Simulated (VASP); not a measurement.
# Sn (Fd-3m) in VASP: further runs, part 2 of 2

VASP 6.6.1.

**4. Relaxation of the atoms, PBE (a relaxed cell with its volume scaled by 0.96)**

INCAR reads:

```
SYSTEM = Sn
ALGO = Normal
EDIFF = 1E-7
EDIFFG = -0.01
ENCUT = 600
GGA = PE
IBRION = 2
ISIF = 2
ISMEAR = 0
LASPH = .TRUE.
LCHARG = .FALSE.
LREAL = .FALSE.
LWAVE = .FALSE.
NELM = 80
NSW = 40
PREC = Accurate
SIGMA = 0.03
```

KPOINTS reads:

```
k-points
0
G
  10 10 10
  0 0 0
```

POSCAR reads:

```
Sn                                      
1.0
    0.0000000000      3.2826658476      3.2826658476
    3.2826658476      0.0000000000      3.2826658476
    3.2826658476      3.2826658476      0.0000000000
  Sn            
     2
Direct
     0.0000000000000000    0.0000000000000000    1.0000000000000000
     0.2500000000000000    0.2500000000000000    0.2500000000000000
```

Potentials or basis: VASP PAW PBE potentials, release 64 (Sn_d).

Started as:

```console
$ cat potpaw_PBE.64/Sn_d/POTCAR > POTCAR
$ mpirun -np 1 vasp_std > vasp.out
```

OUTCAR:

```text
SYSTEM = Sn
   EDIFF = 1E-7
   EDIFFG = -0.01
   ENCUT = 600
   GGA = PE
   IBRION = 2
   ISIF = 2
   ISMEAR = 0
   LASPH = .TRUE.
   LREAL = .FALSE.
   NELM = 80
   NSW = 40
   PREC = Accurate

 ion  position               nearest neighbor table
   1  0.000  0.000  0.000-   2 2.84   2 2.84   2 2.84   2 2.84
   2  0.250  0.250  0.250-   1 2.84   1 2.84   1 2.84   1 2.84

  LATTYP: Found a face centered cubic cell.
 ALAT       =     6.5653316952

  Lattice vectors:

 A1 = (   0.0000000000,   3.2826658476,   3.2826658476)
 A2 = (   3.2826658476,   0.0000000000,   3.2826658476)
 A3 = (   3.2826658476,   3.2826658476,   0.0000000000)

Analysis of symmetry for initial positions (statically):
=====================================================================
 Subroutine PRICEL returns:
 Original cell was already a primitive cell.

 Routine SETGRP: Setting up the symmetry group for a
 face centered cubic supercell.

 Subroutine GETGRP returns: Found 48 space group operations
 (whereof 24 operations were pure point group operations)
 out of a pool of 48 trial point group operations.
[... 165 lines left out ...]

  energy without entropy =       -7.67622637  energy(sigma->0) =       -7.67629572

 E-fermi :   5.2175     XC(G=0):  -8.7230

 val. band max:        5.2073737220   @ k =   0.5000   0.0000   0.0000
 cond. band min:       5.2693740663   @ k =   0.4000   0.0000   0.0000
 fundamental gap:      0.0620003442
 Fermi energy:         5.2174510159

 k-point     1 :       0.0000    0.0000    0.0000
  band No.  band energies     occupation
      1     -16.3385      2.00000
      2     -16.3385      2.00000
      3     -16.3385      2.00000
      4     -16.2836      2.00000
      5     -16.2836      2.00000
      6     -16.0020      2.00000
[... 481 lines left out ...]
      5     -16.1725      2.00000
      6     -16.1481      2.00000
[... 10 lines left out ...]
     17      10.6203      0.00000
     18      11.0878      0.00000

 [... further k-points ...]

------------------------ aborting loop because EDIFF is reached ----------------------------------------

  FORCE on cell =-STRESS in cart. coord.  units (eV):
  Direction    XX          YY          ZZ          XY          YZ          ZX
  --------------------------------------------------------------------------------------
  -------------------------------------------------------------------------------------
  Total        0.6895126      0.6895126      0.6895126      0.0000000     -0.0000000      0.0000000
  in kB       15.6150267     15.6150267     15.6150267      0.0000000     -0.0000000      0.0000000
  external PRESSURE =      15.6150267 kB  Pullay stress =       0.0000000 kB

 VOLUME and BASIS-vectors are now :
 -----------------------------------------------------------------------------
  energy-cutoff  :      600.00
  volume of cell :       70.75
      direct lattice vectors                 reciprocal lattice vectors
     0.000000000  3.282665848  3.282665848    -0.152315229  0.152315229  0.152315229
     3.282665848  0.000000000  3.282665848     0.152315229 -0.152315229  0.152315229
     3.282665848  3.282665848  0.000000000     0.152315229  0.152315229 -0.152315229

 POSITION                                       TOTAL-FORCE (eV/Angst)
 -----------------------------------------------------------------------------------
      0.00000      0.00000      0.00000        -0.000000     -0.000000     -0.000000
      1.64133      1.64133      1.64133         0.000000      0.000000      0.000000
 -----------------------------------------------------------------------------------
    total drift:                               -0.000000     -0.000000      0.000000

  FREE ENERGIE OF THE ION-ELECTRON SYSTEM (eV)
  ---------------------------------------------------
  free  energy   TOTEN  =        -7.6763650656 eV

  energy  without entropy=       -7.6762263677  energy(sigma->0) =       -7.67629572

 reached required accuracy - stopping structural energy minimisation
```

CONTCAR:

```text
Sn
   1.00000000000000
     0.0000000000000000    3.2826658476000001    3.2826658476000001
     3.2826658476000001    0.0000000000000000    3.2826658476000001
     3.2826658476000001    3.2826658476000001    0.0000000000000000
  Sn
     2
Direct
     0.0000000000000000    0.0000000000000000    0.0000000000000000
     0.2500000000000000    0.2500000000000000    0.2500000000000000

  0.00000000E+00  0.00000000E+00  0.00000000E+00
  0.00000000E+00  0.00000000E+00  0.00000000E+00
```

It took 67 s on 1 thread of AMD EPYC 7R13 (Zen 3), shared host; peak memory 0.23 GiB.

What came out:

| Quantity | Value |
| --- | --- |
| Free energy | -7.6764 eV |
| Pressure after relaxing | 1.6 GPa |
| Band gap on the k mesh | none (metal or under the smearing width) |

Final structure:
```
Sn
1.0
     0.00000    3.28267    3.28267
     3.28267    0.00000    3.28267
     3.28267    3.28267    0.00000
Sn
2
Direct
  0.00000 0.00000 0.00000
  0.25000 0.25000 0.25000
```

Caveat: the relaxation stopped at its first step, so nothing moved.

**5. Overview**

| task | cell | gap on the mesh (eV) | pressure (GPa) |
| --- | --- | --- | --- |
| relaxation of cell and atoms | relaxed | none | 0.0 |
| relaxation of the atoms | atoms relaxed from: a relaxed cell with its volume scaled by 0.94 | none | 2.5 |
| relaxation of the atoms | atoms relaxed from: a relaxed cell with its volume scaled by 0.96 | none | 1.6 |

Alike in all rows: level PBE; potentials or basis VASP PAW PBE potentials, release 64 (Sn_d); no spin polarisation; k mesh 10 × 10 × 10; cutoff (eV) 600; smearing gaussian 0.03 eV.

Caveats: the relaxation stopped at its first step, so nothing moved (some runs).

Total energies depend on the potentials used, so only differences within one code and one set of settings carry meaning.
